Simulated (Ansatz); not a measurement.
# Ti: stress in a strained cell

Ti is deformed so: zz strain of +2 %. What stress and forces result, by LAPW, PAW and all-electron datasets made for the crystal?

Program: Ansatz 0.2.0. Level of theory: DFT PBE, scalar-relativistic. These are calculated values, not measurements.

**1. The structure to begin with**

The structure is hexagonal, space group P6_3/mmc (No. 194). Conventional cell: a = 2.950 Å, b = 2.950 Å, c = 4.686 Å, α = 90.00°, β = 90.00°, γ = 120.00°. Ti (site symmetry -6m2) has 12 Ti at 2.90 to 2.95 Å as nearest neighbours.

Coordinates:

```cif
data_structure
_symmetry_space_group_name_H-M 'P 1'
_symmetry_Int_Tables_number 1
_cell_length_a 2.9500
_cell_length_b 2.9500
_cell_length_c 4.6860
_cell_angle_alpha 90.000
_cell_angle_beta 90.000
_cell_angle_gamma 120.000
_cell_volume 35.32
loop_
_atom_site_label
_atom_site_type_symbol
_atom_site_fract_x
_atom_site_fract_y
_atom_site_fract_z
_atom_site_occupancy
Ti1 Ti 0.33333 0.66667 0.25000 1
Ti2 Ti 0.66667 0.33333 0.75000 1
```

Atoms are numbered in the order of the input: Ti1, Ti2.

**2. The deformed structure**

Space group P6_3/mmc before, P6_3/mmc after.

**3. All-electron LAPW**

input.yaml reads:

```yaml
crystal:
  lattice:
    - [2.9499978604, 0.0, 0.0]
    - [-1.4749989302, 2.5547730882, 0.0]
    - [0.0, 0.0, 4.77972]
  atoms:
    - { symbol: Ti, position: [0.3333333333, 0.6666666667, 0.25] }
    - { symbol: Ti, position: [0.6666666667, 0.3333333333, 0.75] }
kpoints:
  mp_grid: { grid: [13, 13, 7] }
  band_path:
    path:
      - [0.0, 0.0, 0.0]
      - [0.5, 0.0, 0.0]
      - [0.3333333333, 0.3333333333, 0.0]
      - [0.0, 0.0, 0.0]
      - [0.0, 0.0, 0.5]
      - [0.5, 0.0, 0.5]
      - [0.3333333333, 0.3333333333, 0.5]
      - [0.0, 0.0, 0.5]
      - [0.5, 0.0, 0.5]
    npoints: 5
scf:
  occupations: { method: fermi_dirac, width: 0.08 }
hamiltonian:
  xc: pbe
  pseudopotentials: { kind: all_electron, lapw: { basis_error: 0.0005 } }
output:
  forces: true
  stress: true
  eigenvalues: true
```

Launch:

```
$ ansatz run input.yaml --threads 1 --pin off --max-ram 3072MiB --backend cpu --events-out ev --progress --plain --runs-dir out
```

**4. PAW on the default files**

input.yaml reads:

```yaml
crystal:
  lattice:
    - [2.9499978604, 0.0, 0.0]
    - [-1.4749989302, 2.5547730882, 0.0]
    - [0.0, 0.0, 4.77972]
  atoms:
    - { symbol: Ti, position: [0.3333333333, 0.6666666667, 0.25] }
    - { symbol: Ti, position: [0.6666666667, 0.3333333333, 0.75] }
kpoints:
  mp_grid: { grid: [13, 13, 7] }
scf:
  occupations: { method: fermi_dirac, width: 0.08 }
hamiltonian:
  xc: pbe
  pseudopotentials: { kind: paw }
output:
  forces: true
  stress: true
  eigenvalues: true
  efg: { contact_densities: true }
```

**5. All-electron PAW on datasets made for the crystal**

input.yaml, as its differences from that of step 4:

```diff
@@ -14,3 +14,3 @@
   xc: pbe
-  pseudopotentials: { kind: paw }
+  pseudopotentials: { kind: all_electron, datasets: crystal }
 output:
```

(Steps that only read results are left out.)

**Question.** What will these runs give? Wanted: pressure; largest shear or deviatoric stress.

**Answer**, as computed:

```
                                 quantity                                              value
                                 pressure  LAPW -3.61, PAW -3.60, crystal datasets -3.61 GPa
largest shear or deviatoric stress (LAPW)                                           1.64 GPa
```

What this shows: The largest part of the stress beyond the pressure is 1.64 GPa in size, in the zz component; the atoms are carried along and not relaxed. No run of the undeformed cell stands beside it, so the pressure holds what the given cell had before the change. PAW: stress within 0.01 GPa of LAPW. Crystal datasets: stress within 0.01 GPa of LAPW.
